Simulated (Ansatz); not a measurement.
**Mo under changes of volume**

One of the cells (15.892 Å³/atom); the others are scaled copies at fixed shape and fractional positions:

```
CELL_PARAMETERS angstrom
-1.58381 1.58381 1.58381
1.58381 -1.58381 1.58381
1.58381 1.58381 -1.58381
ATOMIC_POSITIONS crystal
Mo 0.00000 0.00000 0.00000
```

| Property | Result |
| --- | --- |
| Program | Ansatz 0.2.0 |
| Functional | LDA |
| Potentials or basis | all-electron LAPW, scalar-relativistic |
| Cutoff | 248 eV (chosen from the basis error) |
| Basis error allowed | 0.001 eV/atom |
| k mesh | 12 × 12 × 12 |
| Occupations | fermi-dirac, width 0.05 eV |
| Spin | no spin polarisation |

```csv
volume (Å³/atom),energy over the lowest point (meV/atom),pressure (GPa)
14.938,0.00,2.5
15.256,1.35,-3.7
15.574,14.29,-9.2
15.892,37.59,-14.1
16.209,70.16,-18.6
16.527,110.99,-22.5
16.845,?,?
```

Q: What does the run at 16.845 Å³/atom give?

A: Energy over the lowest point 159.21 meV/atom; pressure -26.0 GPa.

Worked out: A Birch-Murnaghan fit of order 3 (a polynomial in V^(-2/3)) to the other rows has its minimum at 15.06 Å³/atom with B0 = V·E''(V) = 297 GPa and B' = 4.4. It gives 159.29 meV/atom at 16.845 Å³/atom, against the run's 159.21, and -dE/dV = -26.1 GPa, against -26.0.

Energies are extrapolated to zero smearing.
